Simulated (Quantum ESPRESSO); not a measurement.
# Pb (Im-3m) in Quantum ESPRESSO: notebook, part 3 of 3

Quantum ESPRESSO 7.5.

## Step 4: Phonons, vdW-DF-cx

Input file pw.in:

```
&CONTROL
  calculation = 'scf'
  prefix = 'pwscf'
  outdir = './tmp'
  pseudo_dir = './pseudo'
  tprnfor = .true.
  tstress = .true.
  disk_io = 'low'
/
&SYSTEM
  ibrav = 0
  nat = 1
  ntyp = 1
  ecutwfc = 45
  ecutrho = 360
  nbnd = 13
  input_dft = 'vdw-df-cx'
  occupations = 'smearing'
  smearing = 'mv'
  degauss = 0.01469973
/
&ELECTRONS
  conv_thr = 2d-10
  electron_maxstep = 120
  mixing_beta = 0.5
/
ATOMIC_SPECIES
Pb   207.2000 pb_pbe_v1.uspp.F.UPF
CELL_PARAMETERS bohr
  -3.7410144011    3.7410144011    3.7410144011
   3.7410144011   -3.7410144011    3.7410144011
   3.7410144011    3.7410144011   -3.7410144011
ATOMIC_POSITIONS bohr
Pb     0.0000000000    0.0000000000    0.0000000000
K_POINTS automatic
6 6 6 0 0 0
```

Input file relax.in:

```
&CONTROL
  calculation = 'vc-relax'
  prefix = 'pwscf'
  outdir = './tmp'
  pseudo_dir = './pseudo'
  tprnfor = .true.
  tstress = .true.
  disk_io = 'low'
  nstep = 40
  forc_conv_thr = 0.0001
  etot_conv_thr = 1d-06
/
&SYSTEM
  ibrav = 0
  nat = 1
  ntyp = 1
  ecutwfc = 45
  ecutrho = 360
  nbnd = 13
  input_dft = 'vdw-df-cx'
  occupations = 'smearing'
  smearing = 'mv'
  degauss = 0.01469973
/
&ELECTRONS
  conv_thr = 2d-10
  electron_maxstep = 120
  mixing_beta = 0.5
/
&IONS
  ion_dynamics = 'bfgs'
/
&CELL
  cell_dynamics = 'bfgs'
  press = 0
  press_conv_thr = 0.2
/
ATOMIC_SPECIES
Pb   207.2000 pb_pbe_v1.uspp.F.UPF
CELL_PARAMETERS bohr
  -3.7410144011    3.7410144011    3.7410144011
   3.7410144011   -3.7410144011    3.7410144011
   3.7410144011    3.7410144011   -3.7410144011
ATOMIC_POSITIONS bohr
Pb     0.0000000000    0.0000000000    0.0000000000
K_POINTS automatic
6 6 6 0 0 0
```

Input file scf2.in:

```
&CONTROL
  calculation = 'scf'
  prefix = 'pwscf'
  outdir = './tmp'
  pseudo_dir = './pseudo'
  tprnfor = .true.
  tstress = .true.
  disk_io = 'low'
/
&SYSTEM
  ibrav = 0
  nat = 1
  ntyp = 1
  ecutwfc = 45
  ecutrho = 360
  nbnd = 13
  input_dft = 'vdw-df-cx'
  occupations = 'smearing'
  smearing = 'mv'
  degauss = 0.01469973
/
&ELECTRONS
  conv_thr = 1d-13
  electron_maxstep = 120
  mixing_beta = 0.5
  startingpot = 'file'
  startingwfc = 'file'
/
ATOMIC_SPECIES
Pb   207.2000 pb_pbe_v1.uspp.F.UPF
CELL_PARAMETERS bohr
  -3.6813826655    3.6813826655    3.6813826655
   3.6813826655   -3.6813826655    3.6813826655
   3.6813826655    3.6813826655   -3.6813826655
ATOMIC_POSITIONS bohr
Pb     0.0000000000    0.0000000000    0.0000000000
K_POINTS automatic
6 6 6 0 0 0
```

Input file ph.in:

```
phonons of Pb
&INPUTPH
  prefix = 'pwscf'
  outdir = './tmp'
  tr2_ph = 1d-18
  fildyn = 'dyn'
  niter_ph = 90
  alpha_mix(1) = 0.4
/
-0.0000000000 0.8660254038 -0.0000000000
```

Potentials or basis: GBRV 1.5 PBE.

The run is started by

```sh
$ OMP_NUM_THREADS=1 pw.x -in pw.in > pw.out
$ OMP_NUM_THREADS=1 pw.x -in relax.in > relax.out
$ OMP_NUM_THREADS=1 pw.x -in scf2.in > scf2.out
$ OMP_NUM_THREADS=1 ph.x -in ph.in > ph.out
```

pw.out:

```text
This program is part of the open-source Quantum ESPRESSO suite
     for quantum simulation of materials; please cite
         "P. Giannozzi et al., J. Phys.:Condens. Matter 21 395502 (2009);
         "P. Giannozzi et al., J. Phys.:Condens. Matter 29 465901 (2017);
         "P. Giannozzi et al., J. Chem. Phys. 152 154105 (2020);
     in publications or presentations arising from this work. More details at

     IMPORTANT: XC functional enforced from input :
     Exchange-correlation= VDW-DF-CX
                           (   1   4  27   0   1   0   0)
     Any further DFT definition will be discarded
     Please, verify this is what you really want

     Message from routine setup:
     using ibrav=0 with symmetry is DISCOURAGED, use correct ibrav instead

     G-vector sticks info
     --------------------
     sticks:   dense  smooth     PW     G-vecs:    dense   smooth      PW
     Sum        1137     561    213                24295     8583    1961

     Using Slab Decomposition

     bravais-lattice index     =            0
     lattice parameter (alat)  =       6.4796  a.u.
     unit-cell volume          =     209.4248 (a.u.)^3
     number of atoms/cell      =            1
     number of atomic types    =            1
     number of electrons       =        14.00
     number of Kohn-Sham states=           13
     kinetic-energy cutoff     =      45.0000  Ry
     charge density cutoff     =     360.0000  Ry
     scf convergence threshold =      2.0E-10
     mixing beta               =       0.5000
     number of iterations used =            8  plain     mixing
     Exchange-correlation= VDW-DF-CX
                           (   1   4  27   0   1   0   0)

     celldm(1)=   6.479627  celldm(2)=   0.000000  celldm(3)=   0.000000
     celldm(4)=   0.000000  celldm(5)=   0.000000  celldm(6)=   0.000000

     crystal axes: (cart. coord. in units of alat)
               a(1) = (  -0.577350   0.577350   0.577350 )
               a(2) = (   0.577350  -0.577350   0.577350 )
               a(3) = (   0.577350   0.577350  -0.577350 )

     reciprocal axes: (cart. coord. in units 2 pi/alat)
               b(1) = ( -0.000000  0.866025  0.866025 )
               b(2) = (  0.866025 -0.000000  0.866025 )
               b(3) = (  0.866025  0.866025  0.000000 )

     PseudoPot. # 1 for Pb read from file:
     pb_pbe_v1.uspp.F.UPF
     Pseudo is Ultrasoft + core correction, Zval = 14.0
     Generated by new atomic code, or converted to UPF format
     Using radial grid of  899 points,  6 beta functions with:
                l(1) =   0
                l(2) =   0
                l(3) =   1
                l(4) =   1
                l(5) =   2
                l(6) =   2
     Q(r) pseudized with  6 coefficients,  rinner =    1.000   1.000   1.000
                                                       1.000   1.000

     atomic species   valence    mass     pseudopotential
     Pb               14.00   207.20000     Pb( 1.00)

     48 Sym. Ops., with inversion, found

   Cartesian axes

     site n.     atom                  positions (alat units)
         1        Pb     tau(   1) = (   0.0000000   0.0000000   0.0000000  )

     number of k points=    16  Marzari-Vanderbilt smearing, width (Ry)=  0.0147
                       cart. coord. in units 2pi/alat
        k(    1) = (   0.0000000   0.0000000   0.0000000), wk =   0.0092593
        k(    2) = (   0.1443376   0.1443376   0.0000000), wk =   0.1111111
        k(    3) = (   0.2886751   0.2886751   0.0000000), wk =   0.1111111
        k(    4) = (  -0.4330127  -0.4330127   0.0000000), wk =   0.0555556
        k(    5) = (   0.2886751   0.1443376   0.1443376), wk =   0.2222222
        k(    6) = (   0.4330127   0.2886751   0.1443376), wk =   0.4444444
[... 8 lines left out ...]
        k(   15) = (  -0.8660254  -0.1443376  -0.1443376), wk =   0.1111111
        k(   16) = (  -0.8660254  -0.8660254  -0.8660254), wk =   0.0092593

     Dense  grid:    24295 G-vectors     FFT dimensions: (  40,  40,  40)

     Smooth grid:     8583 G-vectors     FFT dimensions: (  27,  27,  27)

     Check: negative core charge=   -0.000002

     Initial potential from superposition of free atoms

     starting charge      13.9976, renormalised to      14.0000

     negative rho (up, down):  1.502E-02 0.000E+00

     %%%%%%%%%%%%%%%%%%%%%%%%%%%%%%%%%%%%%%%%%%%%%%%%%%%%%%%%%%%%%%%%%%%%%%%%
     %                                                                      %
     % You are using vdW-DF, which was implemented by the Thonhauser group. %
     % Please cite the following two papers that made this development      %
     % possible and the two reviews that describe the various versions:     %
     %                                                                      %
     %   T. Thonhauser et al., PRL 115, 136402 (2015).                      %
     %   T. Thonhauser et al., PRB 76, 125112 (2007).                       %
     %   K. Berland et al., Rep. Prog. Phys. 78, 066501 (2015).             %
     %   D.C. Langreth et al., J. Phys.: Condens. Matter 21, 084203 (2009). %
     %                                                                      %
     % If you are calculating stress with vdW-DF, please also cite:         %
     %                                                                      %
     %   R. Sabatini et al., J. Phys.: Condens. Matter 24, 424209 (2012).   %
     %                                                                      %
     %%%%%%%%%%%%%%%%%%%%%%%%%%%%%%%%%%%%%%%%%%%%%%%%%%%%%%%%%%%%%%%%%%%%%%%%

     %%%%%%%%%%%%%%%%%%%%%%%%%%%%%%%%%%%%%%%%%%%%%%%%%%%%%%%%%%%%%%%%%%%%%%%%
     %                                                                      %
     %  vdW-DF NEWS:                                                        %
     %                                                                      %
     %  * vdW-DF3 is now available. DOI: 10.1021/acs.jctc.0c00471           %
     %    use with input_dft = 'vdW-DF3-opt1' or 'vdW-DF3-opt2'             %
     %                                                                      %
     %  * Unscreened and range-separated hybrid vdW-DF-cx functionals       %
     %    DOI: 10.1063/1.4986522 and 10.1088/1361-648X/ac2ad2               %
     %    use with input_dft = 'vdW-DF-cx0'    and 'vdW-DF-ahcx'            %
     %  * Unscreened and range-separated hybrid vdW-DF2-b86r functionals    %
     %    DOI: 10.1063/1.4986522 and DOI: 10.1103/PhysRevX.12.041003        %
     %    use with input_dft = 'vdW-DF2-br0' and 'vdW-DF2-ahbr'             %
     %                                                                      %
     %%%%%%%%%%%%%%%%%%%%%%%%%%%%%%%%%%%%%%%%%%%%%%%%%%%%%%%%%%%%%%%%%%%%%%%%

     Starting wfcs are    9 randomized atomic wfcs +    4 random wfcs

     Self-consistent Calculation

     iteration #  1     ecut=    45.00 Ry     beta= 0.50
     Davidson diagonalization with overlap
     ethr =  1.00E-02,  avg # of iterations =  5.4

     Threshold (ethr) on eigenvalues was too large:
     Diagonalizing with lowered threshold

     Davidson diagonalization with overlap
     ethr =  2.89E-05,  avg # of iterations =  9.0

     negative rho (up, down):  1.519E-02 0.000E+00

     total energy              =    -163.73450410 Ry
     estimated scf accuracy    <       0.00411934 Ry

     iteration #  2     ecut=    45.00 Ry     beta= 0.50
     Davidson diagonalization with overlap
     ethr =  2.94E-05,  avg # of iterations =  3.3
[... 12 lines left out ...]
     total energy              =    -163.73542630 Ry
     estimated scf accuracy    <       0.00002503 Ry

     iteration #  4     ecut=    45.00 Ry     beta= 0.50
     Davidson diagonalization with overlap
     ethr =  1.79E-07,  avg # of iterations =  1.8
     Minimization algorithm failed to find Fermi energy: reverting to bisection
     Possible cause: smearing is larger than the electronic band-gap.

     negative rho (up, down):  1.600E-02 0.000E+00

     total energy              =    -163.73542848 Ry
     estimated scf accuracy    <       0.00000303 Ry

     iteration #  5     ecut=    45.00 Ry     beta= 0.50
     Davidson diagonalization with overlap
     ethr =  2.16E-08,  avg # of iterations =  3.0

     negative rho (up, down):  1.598E-02 0.000E+00
[... 13 lines left out ...]
     iteration #  7     ecut=    45.00 Ry     beta= 0.50
     Davidson diagonalization with overlap
     ethr =  1.64E-12,  avg # of iterations =  3.4

     negative rho (up, down):  1.598E-02 0.000E+00

     End of self-consistent calculation

          k = 0.0000 0.0000 0.0000 (  1055 PWs)   bands (ev):

    -6.3254  -6.3254  -6.3254  -6.0997  -6.0997  -0.8504  18.1292  18.1292
    18.1292  21.8441  21.9604  21.9604  21.9604

          k = 0.1443 0.1443 0.0000 (  1059 PWs)   bands (ev):

    -6.3452  -6.3039  -6.2372  -6.1196  -6.1017  -0.3008  14.2992  16.7068
    17.4754  19.9829  20.9459  21.8725  22.4050
[... 63 lines left out ...]
    -6.3323  -6.3110  -6.1017  -6.0519  -5.9863   4.4596   9.0897  11.0835
    11.8072  16.6628  17.5774  22.4632  25.4769

          k =-0.8660-0.8660-0.8660 (  1048 PWs)   bands (ev):

    -6.3747  -6.3747  -5.9948  -5.9948  -5.9948   5.4371  10.4151  10.4151
    10.4151  15.4233  15.4233  22.4708  27.3309

     the Fermi energy is    10.6677 ev

!    total energy              =    -163.73542931 Ry
     estimated scf accuracy    <          1.1E-10 Ry
     smearing contrib. (-TS)   =       0.00036939 Ry
     internal energy E=F+TS    =    -163.73579870 Ry

     The total energy is F=E-TS. E is the sum of the following terms:
     one-electron contribution =     -31.99025968 Ry
     hartree contribution      =      26.51942189 Ry
     xc contribution           =     -62.93122523 Ry
     ewald contribution        =     -95.33373567 Ry

     convergence has been achieved in   7 iterations

     negative rho (up, down):  1.598E-02 0.000E+00

     Forces acting on atoms (cartesian axes, Ry/au):

     atom    1 type  1   force =     0.00000000    0.00000000    0.00000000

     Total force =     0.000000     Total SCF correction =     0.000000

     Computing stress (Cartesian axis) and pressure

     negative rho (up, down):  1.598E-02 0.000E+00
          total   stress  (Ry/bohr**3)                   (kbar)     P=      -20.02
  -0.00013609  -0.00000000  -0.00000000          -20.02       -0.00       -0.00
  -0.00000000  -0.00013609  -0.00000000           -0.00      -20.02       -0.00
  -0.00000000  -0.00000000  -0.00013609           -0.00       -0.00      -20.02

=------------------------------------------------------------------------------=
   JOB DONE.
=------------------------------------------------------------------------------=
```

It took 4.8 min on 1 thread of Arm Neoverse V2, shared host; peak memory 0.17 GiB.

What came out:

```yaml
Free_energy: -2227.7428 eV
Relaxed_volume: 29.57 Å³/atom
Relaxed_cell: a = 3.374 Å, b = 3.374 Å, c = 3.374 Å, α = 109.47°, β = 109.47°, γ = 109.47°
Space_group_after_relaxing_to_0.05_Å: Im-3m (No. 229)
Pressure_after_relaxing: 0.0 GPa
Band_gap_on_the_k_mesh: none (metal or under the smearing width)
Highest_phonon_frequency_at_the_q_point_run: 69 cm⁻¹
```

The path:
| step | energy change (eV) | largest force (eV/Å) | pressure (GPa) | volume (Å³) |
| --- | --- | --- | --- | --- |
| 1 | 0.0000 | 0.0000 | -2.00 | 31.03 |
| 2 | -0.0036 | 0.0000 | -1.62 | 30.72 |
| 3 | -0.0074 | 0.0000 | -1.01 | 30.25 |
| 4 | -0.0096 | 0.0000 | 0.03 | 29.55 |
| 5 | -0.0096 | 0.0000 | 0.00 | 29.57 |

Final structure:
```
CELL_PARAMETERS angstrom
-1.94810 1.94810 1.94810
1.94810 -1.94810 1.94810
1.94810 1.94810 -1.94810
ATOMIC_POSITIONS crystal
Pb 0.00000 0.00000 0.00000
```

Phonon frequencies in cm⁻¹ (negative: imaginary):
```
               q point  frequencies
(0.500, -0.500, 0.500)     69 69 69
```

Phonon modes at q = (0.500, -0.500, 0.500) in reciprocal lattice units:
```tsv
mode	symmetry	cm⁻¹
1	T_1u	69
2	T_1u	69
3	T_1u	69
```

Caveat: the k mesh is coarse (spacing up to 0.37 Å⁻¹), so the values aren't converged; the mesh is thin for the phonons of a metal; the potentials were made for another functional, which shifts forces and pressure. The run has no spin-orbit coupling, so splittings on Pb are missing.

## Step 5: Overview

| level | gap on the mesh (eV) | pressure (GPa) |
| --- | --- | --- |
| revPBE | none | 0.0 |
| WC | none | 0.0 |
| vdW-DF-cx | none | 0.0 |

Alike in all rows: task phonons; potentials or basis GBRV 1.5 PBE; no spin polarisation; cell relaxed; k mesh 6 × 6 × 6; cutoff (eV) 612; smearing cold 0.2 eV; the mesh is coarse, so values aren't converged.

Caveats: all runs use coarse meshes; the mesh is thin for the phonons of a metal; the potentials were made for another functional, which shifts forces and pressure.

Total energies depend on the potentials used, so only differences within one code and one set of settings carry meaning.
